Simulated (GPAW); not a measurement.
Input of a GPAW 26.7.0 run:

File run.py:

```python
from ase.dft.bandgap import bandgap
from ase.io import read, write
from ase.units import GPa
from gpaw import GPAW, PW

atoms = read('W.xyz')

calc = GPAW(mode=PW(500),
            xc='LDA',
            kpts={'size': (9, 9, 9), 'gamma': True},
            occupations={'name': 'fermi-dirac', 'width': 0.05},
            nbands=16,
            maxiter=120,
            txt='gpaw.txt')
atoms.calc = calc
energy = atoms.get_potential_energy()
forces = atoms.get_forces()
stress = atoms.get_stress()
calc.write('gs.gpw')
write('result.traj', atoms)
print(f'Energy: {energy:.6f} eV')
print('Forces (eV/A):')
print(forces.round(4))
print('Stress (GPa):', (stress / GPa).round(3))
print('Fermi level:', round(calc.get_fermi_level(), 4), 'eV')
print(f'Gap: {bandgap(calc)[0]:.4f} eV, direct: {bandgap(calc, direct=True)[0]:.4f} eV')
```

File W.xyz:

```xyz
1
Lattice="-1.5823450000 1.5823450000 1.5823450000 1.5823450000 -1.5823450000 1.5823450000 1.5823450000 1.5823450000 -1.5823450000" Properties=species:S:1:pos:R:3 pbc="T T T"
W      0.0000000000      0.0000000000      0.0000000000
```

Potentials or basis: the program's PAW data sets (release 1.2.1) made for this functional, pw.

Run with:

```sh
$ OMP_NUM_THREADS=1 python run.py
```

Task: Predict the band gap on the k mesh.

Result: None (metal or under the smearing width).

Task: What does it give for the pressure?

Result: -10.1 GPa.

Caveat: the cutoff is short for stress and forces, so pressures can be off by a GPa or more. The run has no spin-orbit coupling, so splittings on W are missing.
